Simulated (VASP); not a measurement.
BaF2 (Frankdicksonite):

```
Ba F
1.0
     0.00000    3.10005    3.10005
     3.10005    0.00000    3.10005
     3.10005    3.10005    0.00000
Ba F
1 2
Direct
  0.00000 0.00000 0.00000
  0.25000 0.25000 0.25000
  0.75000 0.75000 0.75000
```

* Program: VASP 6.6.1
* Task: relaxation of cell and atoms
* Functional: LDA
* Potentials or basis: VASP PAW LDA potentials, release 64 (Ba_sv, F)
* Cutoff: 600 eV
* k mesh: 8 × 8 × 8
* Occupations: gaussian, width 0.03 eV
* Spin: no spin polarisation

At the start: pressure -3.5 GPa; volume 19.86 Å³/atom.

Task: Where does the relaxation end?

Result: Over 3 steps the energy falls by 12.3 meV/atom and the volume is 18.78 Å³/atom (-5.4 %); space group Fm-3m (No. 225, to 0.05 Å).

Step by step:
```
step  energy change (eV)  largest force (eV/Å)  pressure (GPa)  volume (Å³)
   1              0.0000                0.0000           -3.46        59.58
   2             -0.0364                0.0000            0.48        55.97
   3             -0.0370                0.0000            0.00        56.34
```

Final structure:
```
Ba F
1.0
     0.00000    3.04271    3.04271
     3.04271    0.00000    3.04271
     3.04271    3.04271    0.00000
Ba F
1 2
Cartesian
  0.0000 0.0000 0.0000
  1.5214 1.5214 1.5214
  4.5641 4.5641 4.5641
```
